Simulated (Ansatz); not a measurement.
# PtSe2 (Sudovikovite) in Ansatz: the effect of Hubbard term

PtSe2 (Sudovikovite):

```
Pt Se
1.0
     3.72400    0.00000    0.00000
    -1.86200    3.22508    0.00000
     0.00000    0.00000    5.06200
Pt Se
1 2
Direct
  0.00000 0.00000 0.00000
  0.66667 0.33333 0.75000
  0.33333 0.66667 0.25000
```

Alike in all runs:

```yaml
Program: Ansatz 0.2.0
Task: projected density of states
Functional: LDA
Potentials_or_basis: Ansatz PAW
Cutoff: "420 eV (not typed: the program's choice for these potentials)"
k_mesh: 8 × 8 × 5
Occupations: fermi-dirac, width 0.05 eV
Spin: no spin polarisation
Hubbard_projectors: ortho-atomic (the default)
Double_counting: fll (the default)
```

```csv
Hubbard term,pressure (GPa),largest force (eV/Å)
none,?,?
Pt d U = 1 eV,-0.4,0.22
Pt d U = 2 eV,-0.4,0.25
Pt d U = 3 eV,-0.3,0.28
Pt d U = 4 eV,-0.2,0.30
Pt d U = 5 eV,-0.1,0.33
Pt d U = 6 eV,0.1,0.36
Pt d U = 8 eV,0.4,0.42
```

Question: What does the run with Hubbard term none give?

Answer: Pressure -0.5 GPa; largest force 0.20 eV/Å.

Worked out: A parabola through the other rows of the pressure, of slope 0.0162 GPa per eV there, extrapolates to -0.4 GPa, against the run's -0.5. A straight line through the other rows of the largest force, of slope 0.0282 eV/Å per eV, extrapolates to 0.19 eV/Å, against the run's 0.20.

Caveats: the PAW data sets come from PBE, with cores solved anew for the run's functional, which leaves a small shift of forces and pressure; the density of states is complete only up to the lowest level of the last band computed; U without spin polarisation on a metal has little footing (some runs).
